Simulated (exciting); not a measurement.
A run of exciting (release sodium):

Contents of input.xml:

```xml
<input>
  <title>Cu</title>
  <structure speciespath="./" tshift="false">
    <crystal scale="1">
      <basevect>0.000000000000 3.415679970261 3.415679970261</basevect>
      <basevect>3.415679970261 0.000000000000 3.415679970261</basevect>
      <basevect>3.415679970261 3.415679970261 0.000000000000</basevect>
    </crystal>
    <species speciesfile="Cu.xml" rmt="2">
      <atom coord="0.000000000000 0.000000000000 0.000000000000"/>
    </species>
  </structure>
  <groundstate do="fromscratch" ngridk="13 13 13" rgkmax="9" gmaxvr="14" lmaxapw="10" lmaxmat="10" lmaxvr="8" xctype="GGA_PBE" stype="Gaussian" swidth="0.00055124" nempty="12" ValenceRelativity="iora*" epsengy="1e-05" epspot="1e-05" maxscl="60" tforce="true" outputlevel="normal"/>
  <properties>
    <chargedensityplot>
      <plot3d>
        <box grid="13 13 13">
          <origin coord="0 0 0"/>
          <point coord="1 0 0"/>
          <point coord="0 1 0"/>
          <point coord="0 0 1"/>
        </box>
      </plot3d>
    </chargedensityplot>
    <elfplot>
      <plot3d>
        <box grid="13 13 13">
          <origin coord="0 0 0"/>
          <point coord="1 0 0"/>
          <point coord="0 1 0"/>
          <point coord="0 0 1"/>
        </box>
      </plot3d>
    </elfplot>
    <exccplot>
      <plot3d>
        <box grid="13 13 13">
          <origin coord="0 0 0"/>
          <point coord="1 0 0"/>
          <point coord="0 1 0"/>
          <point coord="0 0 1"/>
        </box>
      </plot3d>
    </exccplot>
  </properties>
</input>
```

Potentials or basis: all-electron LAPW+lo, shipped species files, valence relativity iora*.

Launch:

```sh
$ OMP_NUM_THREADS=1 exciting_smp
```

Hardware: 1 thread of Arm Neoverse V2, with other jobs on the host.

**Question.** How long does it take, and how much memory?

**Answer.** Run time: 33 s on 1 thread of Arm Neoverse V2, on a shared host, peak memory 0.09 GiB. Counts: scf iterations 12, plane waves 130.
